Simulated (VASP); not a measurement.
# TiSe2 (P-3m1) in VASP: band structure with PBE

Aim: the band structure of TiSe2 with PBE.

The COD entry that gives the cell may itself be a prediction, so a difference from it is no test against experiment.

Everything below comes from runs of VASP 6.6.1. Logs are shortened: lines on timing, memory, paths and dates and some standing lists are left out, and cuts for length are marked.

## Step 1: Starting point

The structure is trigonal, space group P-3m1 (No. 164). Conventional cell: a = 3.481 Å, b = 3.481 Å, c = 5.871 Å, α = 90.00°, β = 90.00°, γ = 120.00°. Ti (site symmetry -3m) has 6 Se at 2.54 Å as nearest neighbours. Around Se (site symmetry 3m) lie 3 Ti at 2.54 Å.

## Step 2: Band structure, PBE

Input file POSCAR:

```
TiSe2
1.0
    3.4811860000      0.0000000000      0.0000000000
   -1.7405930000      3.0147950000      0.0000000000
    0.0000000000      0.0000000000      5.8709880000
Ti Se
1 2
Direct
    0.0000000000      0.0000000000      0.0000000000
    0.3333333000      0.6666667000      0.2646599000
    0.6666667000      0.3333333000      0.7353401000
```

Input file INCAR.step1:

```
  ALGO = Normal
  EDIFF = 1E-6
  ENCUT = 520
  GGA = PE
  ISIF = 2
  ISMEAR = 0
  LASPH = True
  LCHARG = True
  LMAXMIX = 4
  LREAL = False
  LWAVE = False
  NELM = 80
  PREC = Accurate
  SIGMA = 0.1
```

Input file KPOINTS.step1:

```
k-points
0
Gamma
  15 15 8
```

Input file INCAR.step2:

```
  ALGO = Normal
  EDIFF = 1E-6
  ENCUT = 520
  GGA = PE
  ICHARG = 11
  ISIF = 2
  ISMEAR = 0
  LASPH = True
  LCHARG = False
  LMAXMIX = 4
  LREAL = False
  LWAVE = False
  NELM = 80
  PREC = Accurate
  SIGMA = 0.05
```

Input file KPOINTS.step2:

```
path GMKGALHA,LM,KH
15
line-mode
reciprocal
 0.0000000000  0.0000000000  0.0000000000  G
 0.5000000000  0.0000000000  0.0000000000  M

 0.5000000000  0.0000000000  0.0000000000  M
 0.3333333333  0.3333333333  0.0000000000  K

 0.3333333333  0.3333333333  0.0000000000  K
 0.0000000000  0.0000000000  0.0000000000  G

 0.0000000000  0.0000000000  0.0000000000  G
 0.0000000000  0.0000000000  0.5000000000  A

 0.0000000000  0.0000000000  0.5000000000  A
 0.5000000000  0.0000000000  0.5000000000  L

 0.5000000000  0.0000000000  0.5000000000  L
 0.3333333333  0.3333333333  0.5000000000  H

 0.3333333333  0.3333333333  0.5000000000  H
 0.0000000000  0.0000000000  0.5000000000  A

 0.5000000000  0.0000000000  0.5000000000  L
 0.5000000000  0.0000000000  0.0000000000  M

 0.3333333333  0.3333333333  0.0000000000  K
 0.3333333333  0.3333333333  0.5000000000  H
```

Potentials or basis: VASP PAW PBE potentials, release 64 (Ti_sv, Se).

On the command line:

```console
$ cat potpaw_PBE.64/Ti_sv/POTCAR potpaw_PBE.64/Se/POTCAR > POTCAR
$ cp INCAR.step1 INCAR
$ cp KPOINTS.step1 KPOINTS
$ mpirun -np 1 vasp_std > vasp.out
$ cp INCAR.step2 INCAR
$ cp KPOINTS.step2 KPOINTS
$ mpirun -np 1 vasp_std > vasp.out
```

OUTCAR:

```text
EDIFF = 1E-6
   ENCUT = 520
   GGA = PE
   ICHARG = 11
   ISIF = 2
   ISMEAR = 0
   LASPH = True
   LREAL = False
   NELM = 80
   PREC = Accurate

 ion  position               nearest neighbor table
   1  0.000  0.000  0.000-   2 2.54   3 2.54   2 2.54   3 2.54   3 2.54   2 2.54
   2  0.333  0.667  0.265-   1 2.54   1 2.54   1 2.54
   3  0.667  0.333  0.735-   1 2.54   1 2.54   1 2.54

  LATTYP: Found a hexagonal cell.
 ALAT       =     3.4811860000
 C/A-ratio  =     1.6864907534

  Lattice vectors:

 A1 = (   3.4811860000,   0.0000000000,   0.0000000000)
 A2 = (  -1.7405930000,   3.0147950000,   0.0000000000)
 A3 = (   0.0000000000,   0.0000000000,   5.8709880000)

Analysis of symmetry for initial positions (statically):
=====================================================================
 Subroutine PRICEL returns:
 Original cell was already a primitive cell.

 Routine SETGRP: Setting up the symmetry group for a
 hexagonal supercell.

 Subroutine GETGRP returns: Found 12 space group operations
 (whereof 12 operations were pure point group operations)
 out of a pool of 24 trial point group operations.

The static configuration has the point symmetry D_3d.

Analysis of symmetry for dynamics (positions and initial velocities):
=====================================================================
 Subroutine PRICEL returns:
 Original cell was already a primitive cell.

 Routine SETGRP: Setting up the symmetry group for a
 hexagonal supercell.

 Subroutine GETGRP returns: Found 12 space group operations
 (whereof 12 operations were pure point group operations)
 out of a pool of 24 trial point group operations.

The dynamic configuration has the point symmetry D_3d.

 Subroutine INISYM returns: Found 12 space group operations
 (whereof 12 operations are pure point group operations),
 and found     1 'primitive' translations

----------------------------------------------------------------------------------------

                                     Primitive cell

  volume of cell :      61.6164

  direct lattice vectors                    reciprocal lattice vectors
     3.481186000  0.000000000  0.000000000     0.287258423  0.165848756  0.000000000
[... 77 lines left out ...]
   LSORBIT =      F    spin-orbit coupling
   LASPH  =      T    aspherical Exc in radial PAW
   ENCUT  =  520.0 eV  38.22 Ry    6.18 a.u.   6.47  6.47 10.92*2*pi/ulx,y,z
   NELM   =     80;   NELMIN=  2; NELMDL=  0     # of ELM steps
   EDIFF  = 0.1E-05   stopping-criterion for ELM
   LREAL  =      F    real-space projection
   EDIFFG = 0.1E-04   stopping-criterion for IOM
   NSW    =      0    number of steps for IOM
   IBRION =     -1    ionic relax: 0-MD 1-quasi-New 2-CG
   NFREE  =      0    steps in history (QN), initial steepest desc. (CG)
   ISIF   =      2    stress and relaxation
   ISYM   =      2    0-nonsym 1-usesym 2-fastsym
   POTIM  = 0.5000    time-step for ionic-motion
   TEBEG  =    0.0;   TEEND  =   0.0 temperature during run
   PSTRESS=    0.0 pullay stress
   NELECT =      24.0000    total number of electrons
   NUPDOWN=      -1.0000    fix difference up-down
   EMIN   =  10.00;   EMAX   =-10.00  energy-range for DOS
   EFERMI =   0.00;   METHOD = LEGACY
   ISMEAR =     0;   SIGMA  =   0.05  broadening in eV -4-tet -1-fermi 0-gaus
   EFERMI_NEDOS =   21; number of points for ismear=-14 and -15
   IALGO  =     38    algorithm
   IMIX   =      4    mixing-type and parameters
     AMIX     =   0.40;   BMIX     =  1.00
     AMIX_MAG =   1.60;   BMIX_MAG =  1.00
  volume/ion in A,a.u.               =      20.54       138.60
  Fermi-wavevector in a.u.,A,eV,Ry     =   1.195583  2.259325 19.448432  1.429419
  Thomas-Fermi vector in A             =   2.331545
   LORBIT       =      0    0 simple, 1 ext, 2 COOP (PROOUT), +10 PAW based schemes
   GGA     = PE    functional components
   LHFCALC =     F    Hartree Fock is set to
   AEXX    =    0.0000 exact exchange contribution
   IVDW    =     0    specifies the selected vdW correction
   LEPSILON=     F    determine dielectric tensor
   LRPA    =     F    only Hartree local field effects (RPA)
 non-spin polarized calculation
 Gauss-broadening in eV      SIGMA  =   0.05
  energy-cutoff  :      520.00
  volume of cell :       61.62
 maximum number of plane-waves:      1690
 NGX is ok and might be reduce to    28

 number of electron      24.0000002 magnetization

 Free energy of the ion-electron system (eV)
  ---------------------------------------------------
  ext. energy  EPLUGINS =         0.00000000
  ---------------------------------------------------
  free energy    TOTEN  =       -17.27701687 eV

  energy without entropy =      -17.27251229  energy(sigma->0) =      -17.27476458

 E-fermi :   5.6782     XC(G=0): -10.2952

 val. band max:        5.6782098821   @ k =   0.0000   0.0000   0.4643
 cond. band min:       5.6831767443   @ k =   0.0714   0.0000   0.0000
 fundamental gap:      0.0049668621
 Fermi energy:         5.6782323793

 k-point     1 :       0.0000    0.0000    0.0000
  band No.  band energies     occupation
      1     -52.1507      2.00000
      2     -28.3835      2.00000
      3     -28.3694      2.00000
      4     -28.3694      2.00000
      5      -8.8313      2.00000
      6      -7.2280      2.00000
[... 433 lines left out ...]
      3     -28.4139      2.00000
      4     -28.3589      2.00000
      5      -7.0001      2.00000
      6      -6.9067      2.00000
[... 8 lines left out ...]
     15       7.1636      0.00000
     16       8.1541      0.00000

 [... further k-points ...]

------------------------ aborting loop because EDIFF is reached ----------------------------------------

  FORCE on cell =-STRESS in cart. coord.  units (eV):
  Direction    XX          YY          ZZ          XY          YZ          ZX
  --------------------------------------------------------------------------------------
  -------------------------------------------------------------------------------------
  Total        5.5328348      5.5328330      8.8395280      0.0000000      0.0000000     -0.0000000
  in kB      143.8672959    143.8672471    229.8494401      0.0000000      0.0000000     -0.0000000
  external PRESSURE =     172.5279944 kB  Pullay stress =       0.0000000 kB

 VOLUME and BASIS-vectors are now :
 -----------------------------------------------------------------------------
  energy-cutoff  :      520.00
  volume of cell :       61.62
      direct lattice vectors                 reciprocal lattice vectors
     3.481186000  0.000000000  0.000000000     0.287258423  0.165848756  0.000000000
    -1.740593000  3.014795000  0.000000000     0.000000000  0.331697512  0.000000000
     0.000000000  0.000000000  5.870988000     0.000000000  0.000000000  0.170329083

 POSITION                                       TOTAL-FORCE (eV/Angst)
 -----------------------------------------------------------------------------------
      0.00000      0.00000      0.00000        -0.000000      0.000000      0.000000
     -0.00000      2.00986      1.55382        -0.000000      0.000000      0.026504
      1.74059      1.00493      4.31717         0.000000     -0.000000     -0.026504
 -----------------------------------------------------------------------------------
    total drift:                                0.000000      0.000000     -0.000000

  FREE ENERGIE OF THE ION-ELECTRON SYSTEM (eV)
  ---------------------------------------------------
  free  energy   TOTEN  =       -17.2770168736 eV

  energy  without entropy=      -17.2725122910  energy(sigma->0) =      -17.27476458
```

OUTCAR.step1:

```text
EDIFF = 1E-6
   ENCUT = 520
   GGA = PE
   ISIF = 2
[... 685 lines left out ...]
      0.00000      0.00000      0.00000        -0.000000      0.000000      0.000000
     -0.00000      2.00986      1.55382         0.000000     -0.000000      0.006412
      1.74059      1.00493      4.31717        -0.000000      0.000000     -0.006412
 -----------------------------------------------------------------------------------
    total drift:                                0.000000      0.000000      0.000000

  FREE ENERGIE OF THE ION-ELECTRON SYSTEM (eV)
  ---------------------------------------------------
  free  energy   TOTEN  =       -18.1250351830 eV

  energy  without entropy=      -18.1206217068  energy(sigma->0) =      -18.12282844
```

It took 2.7 min on 1 thread of AMD EPYC 9R45 (Zen 5), shared host; peak memory 0.3 GiB.

What came out:

```
Band gap along the path : none (metal or under the smearing width)
```

Levels at the corners of the path, in eV from the Fermi level:
| point | band 10 | band 11 | band 12 | band 13 | band 14 | band 15 |
| --- | --- | --- | --- | --- | --- | --- |
| Γ | 0.37 | 0.52 | 0.52 | 0.58 | 0.62 | 0.62 |
| M | -2.85 | -2.23 | -1.40 | 0.06 | 1.48 | 1.91 |
| M | -2.85 | -2.23 | -1.40 | 0.06 | 1.48 | 1.91 |
| K | -2.67 | -2.67 | -2.40 | 1.25 | 1.76 | 1.76 |
| K | -2.67 | -2.67 | -2.40 | 1.25 | 1.76 | 1.76 |
| Γ | 0.37 | 0.52 | 0.52 | 0.58 | 0.62 | 0.62 |
| Γ | 0.37 | 0.52 | 0.52 | 0.58 | 0.62 | 0.62 |
| A | -2.15 | 0.31 | 0.31 | 0.50 | 0.50 | 1.29 |
| A | -2.15 | 0.31 | 0.31 | 0.50 | 0.50 | 1.29 |
| L | -2.53 | -1.12 | -0.84 | -0.24 | 1.48 | 1.87 |
| L | -2.53 | -1.12 | -0.84 | -0.24 | 1.48 | 1.87 |
| H | -3.39 | -2.10 | -2.10 | 1.26 | 1.27 | 1.27 |
| H | -3.39 | -2.10 | -2.10 | 1.26 | 1.27 | 1.27 |
| A | -2.15 | 0.31 | 0.31 | 0.50 | 0.50 | 1.29 |
| L | -2.53 | -1.12 | -0.84 | -0.24 | 1.48 | 1.87 |
| M | -2.85 | -2.23 | -1.40 | 0.06 | 1.48 | 1.91 |
| K | -2.67 | -2.67 | -2.40 | 1.25 | 1.76 | 1.76 |
| H | -3.39 | -2.10 | -2.10 | 1.26 | 1.27 | 1.27 |

Caveat: the log is that of the step along the path at fixed density, whose energy, stress, charges and moments have no meaning.
